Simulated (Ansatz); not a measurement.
## Sb under changes of volume

One of the cells (26.962 Å³/atom); the others are scaled copies at fixed shape and fractional positions:

```xyz
1
Lattice="-1.5765 1.5765 2.7119 1.5765 -1.5765 2.7119 1.5765 1.5765 -2.7119" Properties=species:S:1:pos:R:3 pbc="T T T"
Sb    0.0000    0.0000    0.0000
```

This isn't the form of Sb at room conditions, which is rhombohedral.

* Program: Ansatz 0.2.0
* Functional: PBEsol
* Potentials or basis: Ansatz PAW
* Cutoff: 420 eV (not typed: the program's choice for these potentials)
* k mesh: 12 × 12 × 12
* Occupations: fermi-dirac, width 0.05 eV
* Spin: no spin polarisation

| volume (Å³/atom) | energy over the lowest point (meV/atom) | pressure (GPa) |
| --- | --- | --- |
| 25.344 | 10.34 | 3.2 |
| 25.883 | ? | ? |
| 26.423 | 0.00 | 0.0 |
| 26.962 | 2.16 | -1.3 |
| 27.501 | 8.52 | -2.4 |
| 28.040 | 18.62 | -3.5 |
| 28.580 | 32.05 | -4.4 |

What does the run at 25.883 Å³/atom give?

Energy over the lowest point 2.53 meV/atom; pressure 1.5 GPa.

Worked out: A Birch-Murnaghan fit of order 3 (a polynomial in V^(-2/3)) to the other rows has its minimum at 26.43 Å³/atom with B0 = V·E''(V) = 68 GPa and B' = 4.7 at fixed shape and positions, which overstates the stiffness. It gives 2.53 meV/atom at 25.883 Å³/atom, against the run's 2.53, and -dE/dV = 1.5 GPa, against 1.5.

Energies are extrapolated to zero smearing.

Caveats: the PAW data sets come from PBE, with cores solved anew for the run's functional, which leaves a small shift of forces and pressure.
